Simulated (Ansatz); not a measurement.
A run of Ansatz 0.2.0 is set up as follows.

File input:

```
crystal:
  lattice:
    - [1.58, 0.9122134253, 6.15]
    - [-1.58, 0.9122134253, 6.15]
    - [0.0, -1.8244268506, 6.15]
  atoms:
    - { symbol: Mo, position: [0.0, 0.0, 0.0] }
    - { symbol: S, position: [0.417, 0.417, 0.417] }
    - { symbol: S, position: [0.25, 0.25, 0.25] }
hamiltonian:
  xc: hse06
  pseudopotentials: { kind: paw }
kpoints:
  mp_grid: { grid: [6, 6, 6] }
scf:
  occupations: { method: fermi_dirac, width: 0.05 }
output:
  forces: true
  stress: true
  eigenvalues: true
relax:
  f_tol: 0.01
  max_steps: 40
  cell: { stress_tol: 0.05 }
```

Predict the band gap on the k mesh.

2.02 eV, indirect (least direct gap 2.23 eV).

Predict the relaxed cell.

a = 7.464 Å, b = 7.464 Å, c = 7.464 Å, α = 24.37°, β = 24.37°, γ = 24.37°.

Final structure:
```yaml
crystal:
  lattice:
    - [1.57522, 0.90945, 7.23947]
    - [-1.57522, 0.90945, 7.23947]
    - [0.00000, -1.81890, 7.23947]
  atoms:
    - { symbol: Mo, position: [0.00011, 0.00011, 0.00011] }
    - { symbol: S, position: [0.40471, 0.40471, 0.40471] }
    - { symbol: S, position: [0.26218, 0.26218, 0.26218] }
```

Caveat: the plane-wave basis is chosen anew once the cell has moved, so the energies of steps on either side of that aren't comparable. Zero-point motion and thermal expansion aren't in these numbers.
